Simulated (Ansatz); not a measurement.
# Rb3Sn: the cost of one run

Computed with Ansatz 0.2.0 (DFT PBE, scalar-relativistic, plane waves, PAW, unless a step's input says otherwise).

**1. Starting point**

It takes space group Pm-3m (No. 221, cubic). The conventional cell has a = 6.105 Å, b = 6.105 Å, c = 6.105 Å, α = 90.00°, β = 90.00°, γ = 90.00°. Rb (site symmetry 4/mmm) is surrounded by 2 Sn at 3.05 Å. Around Sn (site symmetry m-3m) lie 6 Rb at 3.05 Å.

As a file:

```
CELL_PARAMETERS angstrom
6.10458 0.00000 0.00000
0.00000 6.10458 0.00000
0.00000 0.00000 6.10458
ATOMIC_POSITIONS crystal
Rb 0.50000 0.00000 0.00000
Rb 0.00000 0.50000 0.00000
Rb 0.00000 0.00000 0.50000
Sn 0.00000 0.00000 0.00000
```

This is candidate A: anti-ReO3 type (Pm-3m, No. 221).

(A quick probe on a coarse mesh, which set the mesh and smearing, is not shown.)

**3. Rough relaxation on the coarse mesh (candidate A)**

input.yaml

```yaml
crystal:
  lattice:
    - [6.1045800737, 0.0, 0.0]
    - [0.0, 6.1045800737, 0.0]
    - [0.0, 0.0, 6.1045800737]
  atoms:
    - { symbol: Rb, position: [0.5, 0.0, 0.0] }
    - { symbol: Rb, position: [0.0, 0.5, 0.0] }
    - { symbol: Rb, position: [0.0, 0.0, 0.5] }
    - { symbol: Sn, position: [0.0, 0.0, 0.0] }
basis:
  ecutwfc: 420
kpoints:
  mp_grid: { grid: [4, 4, 4] }
hamiltonian:
  xc: pbe
scf:
  occupations: { method: gaussian, width: 0.1 }
  lower_state_search: "off"
output:
  forces: true
  stress: true
  eigenvalues: true
relax:
  adjacent_minimum: "off"
  f_tol: 0.04
  max_steps: 70
  cell: { stress_tol: 0.4 }
```

Run with:

```
$ ansatz run input.yaml --threads 1 --pin off --max-ram 2560MiB --backend cpu --events-out ev --progress --plain --runs-dir out
```

What time and memory should one allow on 1 thread of Arm Neoverse V1, shared host?

About 27 s, with a peak of 0.49 GiB.
